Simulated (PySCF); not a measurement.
# Sn (Immm) in PySCF: further runs

One crystal, Sn, is run at these levels: PBE0 form with 5 % exact exchange, PBE0 form with 10 % exact exchange; tasks: atomic charges.

Program: PySCF 2.14.0. These are calculated values, not measurements. Logs are shortened: lines on timing, memory, paths and dates and some standing lists are left out, and cuts for length are marked.

## (1) The structure

The structure is orthorhombic, space group Immm (No. 71). Conventional cell: a = 3.453 Å, b = 3.551 Å, c = 4.677 Å, α = 90.00°, β = 90.00°, γ = 90.00°. Sn (site symmetry mmm) has 12 Sn at 3.41 to 3.55 Å as nearest neighbours.

This isn't the form of Sn at room conditions, which is tetragonal (white tin).

## (2) Atomic charges, PBE0 form with 5 % exact exchange

Input file run.py:

```python
import json
import numpy as np
from pyscf.pbc import gto, scf, dft, df

cell = gto.Cell()
cell.a = '''
 -1.7265390000    1.7755470000    2.3383420000
  1.7265390000   -1.7755470000    2.3383420000
  1.7265390000    1.7755470000   -2.3383420000'''
cell.atom = '''
Sn   0.0000000000    0.0000000000    0.0000000000'''
cell.unit = 'A'
cell.basis = 'DZVP-MOLOPT-HYB-GTH-q4'
cell.pseudo = 'GTH-HYB-q4'
cell.ke_cutoff = 50  # hartree
cell.exp_to_discard = 0.02
cell.precision = 1e-08
cell.max_memory = 5880  # MB
cell.verbose = 4
cell.build()

res = {}
kpts = cell.make_kpts([4, 4, 4])
mf = dft.KRKS(cell, kpts, xc='0.05*HF + 0.95*GGA_X_PBE, GGA_C_PBE', exxdiv='ewald')
mf = mf.density_fit()
mf.with_df._cderi_to_save = 'cderi.h5'
mf.with_df.build(j_only=False)
mf.grids = dft.gen_grid.UniformGrids(cell)
mf = mf.smearing(sigma=0.00183747, method='fermi')  # hartree
mf.conv_tol = 1e-07
mf.max_cycle = 60

mf.kernel()
res.update(converged=bool(mf.converged), e_tot=mf.e_tot, nelec=cell.nelectron, nao=cell.nao, mesh=list(map(int, cell.mesh)), a=cell.lattice_vectors().tolist(), coords=cell.atom_coords().tolist(),
           mo_energy=[np.real(x).tolist() for x in mf.mo_energy], mo_occ=[np.real(x).tolist() for x in mf.mo_occ])
res.update(e_free=mf.e_free, e_zero=mf.e_zero)
res.update(kpts=cell.get_scaled_kpts(kpts).tolist())
res['parts'] = {k: float(np.real(v)) for k, v in mf.scf_summary.items() if np.isscalar(v)}
json.dump(res, open('results.json', 'w'))
if not mf.converged:
    raise SystemExit('SCF not converged')

print('levels (eV)')
for i, kp in enumerate(res['kpts'][:40]):
    print('k %7.4f %7.4f %7.4f  ' % tuple(kp), ' '.join('%.3f' % (x * 27.211386) for x in res['mo_energy'][i][:7]))

# Mulliken populations
dm, s = np.asarray(mf.make_rdm1()), np.asarray(mf.get_ovlp())
sites = cell.aoslice_by_atom()[:, 2:]
tot = np.einsum('kij,kji->i', dm, s).real / len(kpts)
res['mulliken'] = [cell.atom_charge(i) - tot[a0:a1].sum() for i, (a0, a1) in enumerate(sites)]
print('Mulliken charges', np.round(res['mulliken'], 5))
res['meta_lowdin'] = mf.mulliken_meta()[1].tolist()
res['done'] = True
json.dump(res, open('results.json', 'w'))
```

Potentials or basis: DZVP-MOLOPT-HYB/GTH-HYB (UZH) (potentials made for PBE0).

Command:

```console
$ OMP_NUM_THREADS=4 python -u run.py > log
```

Log:

```text
Discarded 0 diffused primitive functions, 0 contracted functions

PySCF version 2.14.0

[INPUT] verbose = 4
[INPUT] num. atoms = 1
[INPUT] num. electrons = 4
[INPUT] charge = 0
[INPUT] spin (= nelec alpha-beta = 2S) = 0
[INPUT] symmetry False subgroup None
[INPUT] Mole.unit = A
[INPUT] Symbol           X                Y                Z      unit          X                Y                Z       unit  Magmom
[INPUT]  1 Sn     0.000000000000   0.000000000000   0.000000000000 AA    0.000000000000   0.000000000000   0.000000000000 Bohr   0.0

nuclear repulsion = -3.99448252453532
number of shells = 3
number of NR pGTOs = 36
number of NR cGTOs = 13
basis = DZVP-MOLOPT-HYB-GTH-q4
ecp = {}
lattice vectors  a1 [-3.262685853, 3.355297551, 4.418825966]
                 a2 [3.262685853, -3.355297551, 4.418825966]
                 a3 [3.262685853, 3.355297551, -4.418825966]
dimension = 3
low_dim_ft_type = None
Cell volume = 193.497
exp_to_discard = 0.02
rcut = 31.876220693221004 (nimgs = [6 7 7])
precision = 1e-08
pseudo = GTH-HYB-q4
ke_cutoff = 50
    = [23 23 23] mesh (12167 PWs)

******** <class 'pyscf.pbc.df.df.GDF'> ********
auxbasis = None
exp_to_discard = 0.02
len(kpts) = 64
ETB for Sn: l = 0, exps = 0.11322098718468 * 2^n , n = 0..3
ETB for Sn: l = 1, exps = 0.11322098718468 * 2^n , n = 0..3
ETB for Sn: l = 2, exps = 0.11322098718468 * 2^n , n = 0..3
ETB for Sn: l = 3, exps = 0.11322098718468 * 2^n , n = 0..3
ETB for Sn: l = 4, exps = 0.11322098718468 * 2^n , n = 0..3

WARN: Even tempered Gaussians are generated as DF auxbasis for  Sn

Drop 0 primitive fitting functions
make aux basis, num shells = 20, num cGTOs = 100
auxcell.rcut 18.186879837143387

******** <class 'pyscf.pbc.df.rsdf_builder._RSGDFBuilder'> ********
mesh = [7 7 7] (343 PWs)
ke_cutoff = 4.288111658522486
omega = 0.25730021477535747
exclude_d_aux = True
exclude_dd_block = True
j2c_eig_always = False
has_long_range = True

******** <class 'pyscf.pbc.scf.smearing.SmearingKRKS'> ********
method = SmearingKRKS
initial guess = minao
damping factor = 0
level_shift factor = 0
DIIS = <class 'pyscf.scf.diis.CDIIS'>
diis_start_cycle = 1
diis_space = 8
diis_damp = 0
SCF conv_tol = 1e-07
SCF conv_tol_grad = None
SCF max_cycles = 60
direct_scf = True
direct_scf_tol = 1e-13

******** PBC SCF flags ********
N kpts = 64
Exchange divergence treatment (exxdiv) = ewald
    madelung (= occupied orbital energy shift) = 0.1248275788917293
    Total energy shift due to Ewald probe charge = -1/2 * Nelec*madelung = -0.249655157783
Smearing method = fermi
DF object = <pyscf.pbc.df.df.GDF object>
XC functionals = 0.05*HF + 0.95*GGA_X_PBE, GGA_C_PBE
small_rho_cutoff = 0
Uniform grid, mesh = [23 23 23]
Set gradient conv threshold to 0.000316228

******** <class 'pyscf.pbc.df.rsdf_builder._RSNucBuilder'> ********
mesh = [9 9 9] (729 PWs)
ke_cutoff = 7.623309615151087
omega = 0.3517183476625682
exclude_d_aux = False
exclude_dd_block = True
j2c_eig_always = False
has_long_range = True
nelec by numeric integration = 4.000000000000012
init E= -3.56466752661449
    sigma = 0.00183747  Optimized mu = 0.225759769447  entropy = 0.257733407173
nelec by numeric integration = 3.999999999999968
    Total E(T) = -3.4919212916848  Free energy = -3.49239486908848  E0 = -3.49215808038664
cycle= 1 E= -3.4919212916848  delta_E= 0.0727  |g|= 0.0136  |ddm|=   15
    sigma = 0.00183747  Optimized mu = 0.223618049852  entropy = 0.229827800277
nelec by numeric integration = 4.000000000000013
    Total E(T) = -3.49199653454257  Free energy = -3.49241883623075  E0 = -3.49220768538666
cycle= 2 E= -3.49199653454257  delta_E= -7.52e-05  |g|= 0.0007  |ddm|= 0.611
    sigma = 0.00183747  Optimized mu = 0.223655813871  entropy = 0.211145262187
nelec by numeric integration = 4.000000000000012
    Total E(T) = -3.49203895201301  Free energy = -3.49242692509792  E0 = -3.49223293855546
cycle= 3 E= -3.49203895201301  delta_E= -4.24e-05  |g|= 0.000417  |ddm|= 0.391
    sigma = 0.00183747  Optimized mu = 0.223669831481  entropy = 0.197070105684
nelec by numeric integration = 4.000000000000012
    Total E(T) = -3.49206790675682  Free energy = -3.49243001716391  E0 = -3.49224896196036
cycle= 4 E= -3.49206790675682  delta_E= -2.9e-05  |g|= 0.000224  |ddm|= 0.24
    sigma = 0.00183747  Optimized mu = 0.223665793318  entropy = 0.179414588125
nelec by numeric integration = 4.000000000000013
    Total E(T) = -3.49210138159851  Free energy = -3.49243105052175  E0 = -3.49226621606013
cycle= 5 E= -3.49210138159851  delta_E= -3.35e-05  |g|= 4.19e-05  |ddm|= 0.256
    sigma = 0.00183747  Optimized mu = 0.223668478246  entropy = 0.182400278901
nelec by numeric integration = 4.000000000000012
    Total E(T) = -3.49209592317089  Free energy = -3.49243107821136  E0 = -3.49226350069113
cycle= 6 E= -3.49209592317089  delta_E= 5.46e-06  |g|= 7.68e-06  |ddm|= 0.0404
    sigma = 0.00183747  Optimized mu = 0.223668146972  entropy = 0.181934434613
nelec by numeric integration = 4.000000000000013
    Total E(T) = -3.49209678006604  Free energy = -3.49243107913161  E0 = -3.49226392959883
cycle= 7 E= -3.49209678006604  delta_E= -8.57e-07  |g|= 2.14e-07  |ddm|= 0.00638
    sigma = 0.00183747  Optimized mu = 0.223668157943  entropy = 0.18194874894
nelec by numeric integration = 4.000000000000012
    Total E(T) = -3.49209675376462  Free energy = -3.49243107913233  E0 = -3.49226391644847
cycle= 8 E= -3.49209675376462  delta_E= 2.63e-08  |g|= 2.61e-08  |ddm|= 0.000196
    sigma = 0.00183747  Optimized mu = 0.223668157393  entropy = 0.18194792239
nelec by numeric integration = 4.000000000000012
    Total E(T) = -3.49209675528339  Free energy = -3.49243107913234  E0 = -3.49226391720786
Extra cycle  E= -3.49209675528339  delta_E= -1.52e-09  |g|= 1.14e-08  |ddm|= 1.13e-05
converged SCF energy = -3.49209675528339
levels (eV)
k  0.0000  0.0000  0.0000   -5.022 13.507 13.672 14.036 18.085 18.805 19.029
k -0.0000 -0.0000  0.2500   -3.449 8.977 10.101 10.497 14.805 16.533 24.431
k -0.0000 -0.0000  0.5000   0.637 2.290 8.347 8.811 12.684 12.900 29.484
k -0.0000 -0.0000  0.7500   -3.449 8.977 10.101 10.497 14.805 16.533 24.431
k -0.0000  0.2500 -0.0000   -3.773 7.275 12.012 12.724 18.428 18.675 20.384
k -0.0000  0.2500  0.2500   -0.672 3.596 6.784 9.778 14.615 19.920 23.051
[... 32 lines left out ...]
k  0.5000  0.2500  0.5000   -0.371 3.500 7.598 8.822 13.695 19.633 22.514
k  0.5000  0.2500  0.7500   -0.473 3.193 7.722 9.427 14.186 18.627 22.880
Mulliken charges [-0.]
 ** Mulliken pop on meta-lowdin orthogonal AOs **
 ** Mulliken pop  **
pop of  0 Sn 5s           1.58749
pop of  0 Sn 6s           0.00336
pop of  0 Sn 5px          0.46231
pop of  0 Sn 5py          0.46013
pop of  0 Sn 5pz          0.45794
pop of  0 Sn 6px          0.30002
pop of  0 Sn 6py          0.28886
pop of  0 Sn 6pz          0.28241
pop of  0 Sn 5dxy         0.01132
pop of  0 Sn 5dyz         0.03752
pop of  0 Sn 5dz^2        0.04357
pop of  0 Sn 5dxz         0.02781
pop of  0 Sn 5dx2-y2      0.03726
 ** Mulliken atomic charges  **
charge of    0Sn =     -0.00000
```

Wall time 6.2 min (4 threads of Intel Xeon at 2.70GHz, shared host); peak memory 0.85 GiB.

What came out:

| Item | Value |
| --- | --- |
| Free energy | -95.0339 eV |
| Band gap on the k mesh | none (metal or under the smearing width) |

Levels at points of the mesh, in eV from the Fermi level:
```csv
k point,band 1,band 2,band 3,band 4,band 5,band 6
"(0.00, 0.00, 0.00)",-11.11,7.42,7.59,7.95,12.00,12.72
"(0.00, 0.00, 0.50)",-5.45,-3.80,2.26,2.72,6.60,6.81
"(0.00, 0.50, 0.00)",-6.88,-4.61,5.16,6.13,10.77,10.93
"(0.00, 0.50, 0.50)",-7.13,-4.68,5.60,6.41,11.37,11.44
"(0.50, 0.00, 0.00)",-7.13,-4.68,5.60,6.41,11.37,11.44
"(0.50, 0.00, 0.50)",-6.88,-4.61,5.16,6.13,10.77,10.93
"(0.50, 0.50, 0.00)",-5.45,-3.80,2.26,2.72,6.60,6.81
"(0.50, 0.50, 0.50)",-4.65,-3.28,1.40,2.07,5.53,6.23
```

Caveat: the k mesh is coarse (spacing up to 0.63 Å⁻¹), so the values aren't converged, least of all with exact exchange; on so small a mesh gaps with full-range exact exchange can be off by tenths of an eV to over 1 eV; the basis of atomic orbitals isn't converged, which shifts pressures, moduli and gaps.

## (3) Atomic charges, PBE0 form with 10 % exact exchange

Edit run.py of step 2 so:

```diff
@@ -23,6 +23,5 @@
 kpts = cell.make_kpts([4, 4, 4])
-mf = dft.KRKS(cell, kpts, xc='0.05*HF + 0.95*GGA_X_PBE, GGA_C_PBE', exxdiv='ewald')
+mf = dft.KRKS(cell, kpts, xc='0.1*HF + 0.9*GGA_X_PBE, GGA_C_PBE', exxdiv='ewald')
 mf = mf.density_fit()
-mf.with_df._cderi_to_save = 'cderi.h5'
-mf.with_df.build(j_only=False)
+mf.with_df._cderi = 'cderi.h5'  # three-centre integrals saved by an earlier run on this cell, basis and mesh
 mf.grids = dft.gen_grid.UniformGrids(cell)
```

Potentials or basis: DZVP-MOLOPT-HYB/GTH-HYB (UZH) (potentials made for PBE0).

Command:

```console
$ OMP_NUM_THREADS=4 python -u run.py > log
```

It took 4.4 min on 4 threads of Intel Xeon at 2.70GHz, shared host; peak memory 0.76 GiB.

The run converged. Its results:

| Property | Result |
| --- | --- |
| Free energy | -95.0017 eV |
| Band gap on the k mesh | none (metal or under the smearing width) |

Levels at points of the mesh, in eV from the Fermi level:
| k point | band 1 | band 2 | band 3 | band 4 | band 5 |
| --- | --- | --- | --- | --- | --- |
| (0.00, 0.00, 0.00) | -11.42 | 7.70 | 7.87 | 8.24 | 12.28 |
| (0.00, 0.00, 0.50) | -5.59 | -3.92 | 2.44 | 2.92 | 6.81 |
| (0.00, 0.50, 0.00) | -7.08 | -4.77 | 5.41 | 6.39 | 11.04 |
| (0.00, 0.50, 0.50) | -7.34 | -4.84 | 5.85 | 6.67 | 11.64 |
| (0.50, 0.00, 0.00) | -7.34 | -4.84 | 5.85 | 6.67 | 11.64 |
| (0.50, 0.00, 0.50) | -7.08 | -4.77 | 5.41 | 6.39 | 11.04 |
| (0.50, 0.50, 0.00) | -5.59 | -3.92 | 2.44 | 2.92 | 6.81 |
| (0.50, 0.50, 0.50) | -4.77 | -3.39 | 1.57 | 2.24 | 5.73 |

Caveat: the k mesh is coarse (spacing up to 0.63 Å⁻¹), so the values aren't converged, least of all with exact exchange; on so small a mesh gaps with full-range exact exchange can be off by tenths of an eV to over 1 eV; the basis of atomic orbitals isn't converged, which shifts pressures, moduli and gaps.
